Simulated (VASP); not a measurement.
Wanted: the native input for a VASP 6.6.1 run.

| Item | Value |
| --- | --- |
| Task | single point |
| Functional | PBE |
| Potentials or basis | VASP PAW PBE potentials, release 64 (Zn, Au) |
| Cutoff | 520 eV |
| k mesh | 13 × 13 × 13 |
| Occupations | fermi-dirac, width 0.05 eV |
| Spin | no spin polarisation |
| Dipole correction | no |
| Further INCAR settings | ALGO = Fast; EDIFF = 1e-06; NBANDS = 18 |

The structure of ZnAu lies in POSCAR:

```
ZnAu
1.0
    3.1470000000      0.0000000000      0.0000000000
    0.0000000000      3.1470000000      0.0000000000
    0.0000000000      0.0000000000      3.1470000000
Zn Au
1 1
Direct
    0.5000000000      0.5000000000      0.5000000000
    0.0220152526      0.0220152526      0.0220152526
```

The cell isn't the ideal one: atom 2 (Au) moved by [0.069282, 0.069282, 0.069282] A.

These files were run (other wordings do the same):

INCAR

```
PREC = Accurate ; ENCUT = 520
EDIFF = 1E-6 ; ISMEAR = -1
SIGMA = 0.05 ; LREAL = False
LASPH = True ; NELM = 100
ALGO = Fast ; ISIF = 2
LWAVE = False ; LCHARG = False
GGA = PE ; NBANDS = 18
```

KPOINTS

```
regular mesh
0
Gamma
  13 13 13
```

Potentials or basis: VASP PAW PBE potentials, release 64 (Zn, Au).

Launch:

```console
$ cat potpaw_PBE.64/Zn/POTCAR potpaw_PBE.64/Au/POTCAR > POTCAR
$ mpirun -np 1 vasp_std > vasp.out
```

It gave:

```
Pressure               : 5.8 GPa
Largest force          : 0.488 eV/Å
Band gap on the k mesh : none (metal or under the smearing width)
```

Wall time 60 s on 1 thread of AMD EPYC 9R45 96-Core Processor (Zen 5), on a shared host, peak memory 0.22 GiB.
